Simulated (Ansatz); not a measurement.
Bulk crystal (Al₂Au) after relaxation:

```
CELL_PARAMETERS angstrom
0.00000 3.00149 3.00149
3.00149 0.00000 3.00149
3.00149 3.00149 0.00000
ATOMIC_POSITIONS crystal
Al 0.25000 0.25000 0.25000
Al 0.75000 0.75000 0.75000
Au 0.00000 0.00000 0.00000
```

Miller indices refer to the conventional cell of Fm-3m (No. 225), a = 6.003 Å, b = 6.003 Å, c = 6.003 Å, α = 90.00°, β = 90.00°, γ = 90.00°.

Consider the (111) slab of 11 planes, 12.1 Å thick with 15 Å of vacuum as cut; outer planes Al (top) and Al (bottom), all atoms relaxed.

Level of theory: DFT PBEsol, scalar-relativistic, plane waves, PAW in Ansatz 0.2.0. Settings: cutoff 420 eV, Γ-centred mesh 9×9×1 on the computed 11-atom cell, Gaussian smearing of 0.10 eV; no spin polarisation. The cell repeats along c with a dipole correction in the vacuum.

The slab isn't stoichiometric (Al8Au3), so its surface energy depends on the chemical potentials; it is given with the excess atoms taken from the element's standard state, a limit at which the compound may itself be unstable, so the figure can be too low. The slab's middle planes relax by over 3 % too, so it holds no bulk-like region.

Question: Give the surface energy with the excess atoms taken from the elements.

Answer: 2.01 J/m².

Question: Estimate the work function.

Answer: 4.50 eV.

Question: The top two planes lie 1.733 Å apart in the bulk. How does relaxation change this?

Answer: The spacing becomes 1.528 Å (-11.8 %).

Spin-orbit coupling is left out, which matters for the bands of heavy elements.